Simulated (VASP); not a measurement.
Runs of VASP 6.6.1 on SrO. Symmetry: I4mm, No. 107, tetragonal system. The conventional cell has a = 3.634 Å, b = 3.634 Å, c = 5.140 Å, α = 90.00°, β = 90.00°, γ = 90.00°. Around Sr (site symmetry 4mm) lie 1 O at 2.13 Å. O (site symmetry 4mm) has 1 Sr at 2.13 Å as nearest neighbours. Measurements of this composition are mostly on another form, of space group No. 225.

```csv
cell,gap on the mesh (eV),pressure (GPa),largest force (eV/Å)
"all Sr atoms moved +0.438 Å, as atom 1 towards its neighbour atom 2 (O) at 2.570 Å",(a),6.6,2.43
"all Sr atoms moved +0.375 Å, as atom 1 towards its neighbour atom 2 (O) at 2.570 Å",3.22,4.4,(b)
"all Sr atoms moved -0.250 Å, as atom 1 towards its neighbour atom 2 (O) at 2.570 Å",3.26,1.6,0.81
"all Sr atoms moved +0.312 Å, as atom 1 towards its neighbour atom 2 (O) at 2.570 Å",3.25,2.8,1.20
```

Alike in all rows: task single point; level PBEsol; potentials or basis VASP PAW PBE potentials, release 64 (Sr_sv, O); no spin polarisation; k mesh 8 × 8 × 8; cutoff (eV) 520; smearing gaussian 0.05 eV.

Task: Estimate the missing entries.

Result: (a) 3.19; (b) 1.73.

Caveats: the PAW data sets were made with another functional, which shifts forces and pressure a little.

A k mesh can miss the band edges, and the runs leave out spin-orbit coupling on Sr.
